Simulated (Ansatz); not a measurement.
Runs of Ansatz 0.2.0 on Lu. Symmetry: P6_3/mmc, No. 194, hexagonal system. The conventional cell has a = 3.503 Å, b = 3.503 Å, c = 5.551 Å, α = 90.00°, β = 90.00°, γ = 120.00°. Around Lu (site symmetry -6m2) lie 12 Lu at 3.43 to 3.50 Å. 

| task | level | spin | k mesh | cutoff (eV) | q mesh | points for each segment of the path | gap on the mesh (eV) | V0 of scaled cells (Å³/atom) | B0 (GPa) |
| --- | --- | --- | --- | --- | --- | --- | --- | --- | --- |
| phonons | PBEsol | off | 8 × 8 × 4 | 420 | 2 × 2 × 2 | 8 | none | - | - |
| equation of state | r2SCAN | off | 9 × 9 × 5 | 500 | - | - | - | 29.11 | 47 |
| equation of state | PBE | off | 9 × 9 × 5 | 420 | - | - | - | (a) | 46 |
| band structure | PBEsol | SOC, no magnetisation | 9 × 9 × 5 | 420 | - | 14 | none | - | - |

Alike in all rows: potentials or basis Ansatz PAW; cell as given; smearing fermi-dirac 0.05 eV.

Estimate the missing entries.

(a) 29.16.

Caveats: the PAW data sets come from PBE, with cores solved anew for the run's functional, which leaves a small shift of forces and pressure (some runs); the cell was scaled at fixed shape and fractional positions, which overstates the stiffness of a crystal with free parameters, most of all of layers and chains (some runs); some levels weren't fully converged (some runs); the PAW data sets were made with another functional, which shifts forces and pressure a little (some runs).

A k mesh can miss the band edges, and rows without SOC leave out spin-orbit coupling on Lu.

A gap of «none» marks a metal or a gap under the smearing width.
